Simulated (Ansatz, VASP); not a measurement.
## ZnO: VASP beside Ansatz

Contents of INCAR:

```
  PREC = Accurate
  ENCUT = 520
  EDIFF = 1E-6
  ISMEAR = -1
  SIGMA = 0.02
  LREAL = F
  LASPH = T
  NELM = 100
  ALGO = Fast
  ISIF = 2
  LWAVE = F
  LCHARG = F
  GGA = PE
  NBANDS = 26
```

KPOINTS

```
Automatic mesh
0
Gamma
  12 12 6
```

Contents of POSCAR:

```
ZnO
1.0
    3.3395188407      0.0000000000      0.0000000000
   -1.6697594204      2.8921081525      0.0000000000
    0.0000000000      0.0000000000      5.3787444708
Zn O
2 2
Direct
    0.3333333333      0.6666666667     -0.0023477535
    0.6666666667      0.3333333333      0.4976522465
    0.3333333333      0.6666666667      0.3773477535
    0.6666666667      0.3333333333      0.8773477535
```

Input for Ansatz:

```yaml
crystal:
  lattice:
    - [3.3395188407, 0.0, 0.0]
    - [-1.6697594204, 2.8921081525, 0.0]
    - [0.0, 0.0, 5.3787444708]
  atoms:
    - { symbol: Zn, position: [0.3333333333, 0.6666666667, -0.0023477535] }
    - { symbol: Zn, position: [0.6666666667, 0.3333333333, 0.4976522465] }
    - { symbol: O, position: [0.3333333333, 0.6666666667, 0.3773477535] }
    - { symbol: O, position: [0.6666666667, 0.3333333333, 0.8773477535] }
kpoints:
  mp_grid: { grid: [12, 12, 6] }
  band_path:
    path:
      - [0.0, 0.0, 0.0]
      - [0.5, 0.0, 0.0]
      - [0.3333333333, 0.3333333333, 0.0]
      - [0.0, 0.0, 0.5]
      - [0.5, 0.0, 0.5]
      - [0.3333333333, 0.3333333333, 0.5]
    npoints: 1
hamiltonian:
  xc: pbe
scf:
  occupations: { method: fermi_dirac, width: 0.02 }
  n_extra_bands: 5
output:
  forces: true
  stress: true
  eigenvalues: true
```

Change from the starting cell: hydrostatic strain +3.2%.

Alike in both runs: task single point; functional PBE; k mesh 12 × 12 × 6; occupations fermi-dirac, width 0.02 eV; no spin polarisation.

|  | VASP | Ansatz |
| --- | --- | --- |
| version | VASP 6.6.1 | Ansatz 0.2.0 |
| potentials or method | VASP PAW PBE potentials, release 64 (Zn, O) | plane waves, PAW |
| plane-wave cutoff (eV) | 520 | 420 |
| valence electrons in the cell | 36 | 36 |

```tsv
	VASP	Ansatz	Ansatz less VASP
pressure (GPa)	-5.2	-6.0	-0.83
largest component of the traceless stress (GPa)	0.17	0.18	+0.017
```

With one functional, cell and mesh, what is left measures potentials, basis and numerics.
